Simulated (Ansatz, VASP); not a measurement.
**NaH in VASP and in Ansatz**

The input INCAR:

```
SYSTEM = NaH
PREC = Accurate ; ENCUT = 520
EDIFF = 1E-6 ; ISMEAR = 0
SIGMA = 0.02 ; LREAL = .False.
LASPH = .True. ; NELM = 60
ALGO = Normal ; ISIF = 2
LWAVE = .False. ; LCHARG = .False.
GGA = PS ; NBANDS = 11
```

File KPOINTS:

```
Automatic mesh
0
Gamma
  8 8 8
  0 0 0
```

POSCAR

```
NaH
1.0
    0.0000000000      2.3772188000      2.3772188000
    2.3772188000      0.0000000000      2.3772188000
    2.3772188000      2.3772188000      0.0000000000
Na H
1 1
Direct
    0.0000000000      0.0000000000      0.0000000000
    0.5000000000      0.5000000000      0.5000000000
```

Input for Ansatz:

```yaml
crystal:
  lattice:
    - [0.0, 2.3772188, 2.3772188]
    - [2.3772188, 0.0, 2.3772188]
    - [2.3772188, 2.3772188, 0.0]
  atoms:
    - { symbol: Na, position: [0.0, 0.0, 0.0] }
    - { symbol: H, position: [0.5, 0.5, 0.5] }
basis:
  ecutwfc: 420
kpoints:
  mp_grid: { grid: [8, 8, 8] }
hamiltonian:
  xc: pbesol
scf:
  occupations: { method: gaussian, width: 0.02 }
output:
  forces: true
  stress: true
  eigenvalues: true
```

Alike in both runs: task single point; functional PBEsol; k mesh 8 × 8 × 8; occupations gaussian, width 0.02 eV; no spin polarisation.

|  | VASP | Ansatz |
| --- | --- | --- |
| version | VASP 6.6.1 | Ansatz 0.2.0 |
| potentials or method | VASP PAW PBE potentials, release 64 (Na_pv, H) | scalar-relativistic, plane waves, PAW |
| plane-wave cutoff (eV) | 520 | 420 |
| valence electrons in the cell | 8 | 10 |

Ansatz gave:

- gap on the k mesh at the Fermi level (eV): 3.64
- least direct gap on the mesh (eV): 4.57
- pressure (GPa): 0.6

**Question.** What did VASP give for the same quantities?

**Answer.** gap on the k mesh at the Fermi level (eV): 3.64; least direct gap on the mesh (eV): 4.56; pressure (GPa): 0.6.

The two sets of potentials don't hold the same shells in valence.

Caveats: the PAW data sets were made with another functional, which shifts forces and pressure a little (VASP). A k mesh can miss the band edges.
